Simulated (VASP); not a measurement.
Write the native input for VASP 6.6.1 that does the following.

```
Task                   : relaxation of cell and atoms
Functional             : PBE
Potentials or basis    : VASP PAW PBE potentials, release 64 (Ir)
Cutoff                 : 600 eV
k mesh                 : 6 × 6 × 6
Occupations            : gaussian, width 0.1 eV
Spin                   : no spin polarisation
Dipole correction      : no
Further INCAR settings : ALGO = Normal; EDIFF = 1e-06; IBRION = 2; EDIFFG = -0.04; NSW = 90; ISIF = 3
```

The structure of Ir lies in POSCAR:

```
Ir
1.0
    1.5885846680      0.9171697856      3.8039672912
   -1.5885846680      0.9171697856      3.8039672912
    0.0000000000     -1.8343395714      3.8039672912
Ir
2
Direct
    0.0577000000      0.0577000000      0.0577000000
    0.9423000000      0.9423000000      0.9423000000
```

The cell was built by a generator and needn't be a form met in nature.

One way to write it, as run:

INCAR

```
PREC = Accurate
ENCUT = 600
EDIFF = 1E-6
ISMEAR = 0
SIGMA = 0.1
LREAL = F
LASPH = T
NELM = 100
ALGO = Normal
ISIF = 3
LWAVE = F
LCHARG = F
GGA = PE
IBRION = 2
NSW = 90
EDIFFG = -0.04
```

KPOINTS

```
Automatic mesh
0
Gamma
  6 6 6
```

Potentials or basis: VASP PAW PBE potentials, release 64 (Ir).

Command:

```sh
$ cat potpaw_PBE.64/Ir/POTCAR > POTCAR
$ mpirun -np 1 vasp_std > vasp.out
```

Results of the run:

| Quantity | Value |
| --- | --- |
| Relaxed volume | 15.18 Å³/atom |
| Relaxed cell | a = 5.012 Å, b = 5.012 Å, c = 5.012 Å, α = 31.41°, β = 31.41°, γ = 31.41° |
| Space group after relaxing (to 0.05 Å) | R-3m (No. 166) |
| Energy gained by relaxing | 20125.7 meV/atom |
| Ionic steps | 41 |
| Pressure after relaxing | -0.1 GPa |
| Largest force after relaxing | 0.009 eV/Å |
| Band gap on the k mesh | none (metal or under the smearing width) |

Caveat: the k mesh is coarse (spacing up to 0.39 Å⁻¹), so the values aren't converged.

Run time: 6.5 min on 1 thread of Intel(R) Xeon(R) 6975P-C (Granite Rapids), on a shared host, peak memory 0.24 GiB.
